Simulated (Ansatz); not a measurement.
A crystal relaxed with r2SCAN in the plane-wave code Ansatz has space group Amm2 (No. 38) and a = 4.012 Å, b = 8.021 Å, c = 11.329 Å.

| atom | site | x | y | z |
| --- | --- | --- | --- | --- |
| Al | 2a | 0.0000 | 0.5000 | 0.5004 |
| Ga | 4e | 0.5000 | 0.2504 | 0.7500 |
| Ga | 2a | 0.0000 | 0.5000 | 0.9997 |
| Xx | 2b | 0.5000 | 0.5000 | 0.6247 |
| Xx | 4d | 0.0000 | 0.2496 | 0.8751 |
| Xx | 2b | 0.5000 | 0.5000 | 0.1249 |

r2SCAN gives a direct gap of 1.18 eV at Γ. With HSE06 the gap is 1.60 eV and direct, at Γ. The PBE gap is direct at Γ: 0.70 eV. Meshes: r2SCAN 6×4×4, HSE06 4×2×2, PBE 6×4×4.

**Question.** Which element is Xx?
A. As
B. Sb
C. P
D. N

**Answer.** A. Xx is As: AlGa₃As₄ as one 8-atom ordering (Amm2) on the zincblende lattice. Al is surrounded by 4 As at 2.45 Å; Ga is surrounded by 4 As at 2.45–2.46 Å; As is surrounded by 2 Al at 2.45 Å and 2 Ga at 2.45 Å; As is surrounded by 1 Al at 2.45 Å and 3 Ga at 2.45–2.46 Å; As is surrounded by 4 Ga at 2.46 Å.

All values are calculated for a non-magnetic cell, which may be hypothetical.

Spin-orbit coupling is left out.

The meshes of the hybrids are coarse, so their gaps aren't converged to the digits shown.
